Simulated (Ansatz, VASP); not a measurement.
# MoS2: VASP beside Ansatz

Contents of INCAR:

```
SYSTEM = MoS2
  PREC = Accurate
  ENCUT = 520
  EDIFF = 1E-6
  ISMEAR = -1
  SIGMA = 0.05
  LREAL = .FALSE.
  LASPH = .TRUE.
  NELM = 60
  ALGO = Normal
  ISIF = 2
  LWAVE = .FALSE.
  LCHARG = .FALSE.
  NBANDS = 20
```

The input KPOINTS:

```
regular mesh
0
G
  10 10 2
  0 0 0
```

POSCAR

```
MoS2
1.0
    3.1191256785      0.0000000000      0.0000000000
   -1.5595628393      2.7012420752      0.0000000000
    0.0000000000      0.0000000000     16.9807333112
Mo S
1 2
Direct
    0.0000000000      0.0000000000      0.0000000000
    0.3333333333      0.6666666667      0.9105070200
    0.3333333333      0.6666666667      0.0894929800
```

input.yaml

```yaml
crystal:
  lattice:
    - [3.1191256785, 0.0, 0.0]
    - [-1.5595628393, 2.7012420752, 0.0]
    - [0.0, 0.0, 16.9807333112]
  atoms:
    - { symbol: Mo, position: [0.0, 0.0, 0.0] }
    - { symbol: S, position: [0.3333333333, 0.6666666667, 0.91050702] }
    - { symbol: S, position: [0.3333333333, 0.6666666667, 0.08949298] }
hamiltonian:
  xc: lda
  pseudopotentials: { kind: paw }
kpoints:
  mp_grid: { grid: [10, 10, 2] }
scf:
  occupations: { method: fermi_dirac, width: 0.05 }
output:
  forces: true
  stress: true
  eigenvalues: true
```

Alike in both runs: task single point; functional LDA; k mesh 10 × 10 × 2; occupations fermi-dirac, width 0.05 eV; no spin polarisation.

```csv
,VASP,Ansatz
version,VASP 6.6.1,Ansatz 0.2.0
potentials or method,"VASP PAW LDA potentials, release 64 (Mo_sv, S)",Ansatz PAW
plane-wave cutoff (eV),520,420
valence electrons in the cell,26,26
```

VASP gave:

* gap on the k mesh at the Fermi level (eV): 1.91
* least direct gap on the mesh (eV): 2.10
* rms of the force components (eV/Å): 0.336

Which values does Ansatz return?

gap on the k mesh at the Fermi level (eV): 1.90; least direct gap on the mesh (eV): 2.10; rms of the force components (eV/Å): 0.330.

Atom by atom the forces differ by 0.007 eV/Å (rms over components).

Caveats: the PAW data sets come from PBE, with cores solved anew for the run's functional, which leaves a small shift of forces and pressure (Ansatz). LDA gaps usually lie below the measured ones, often by a third to a half.
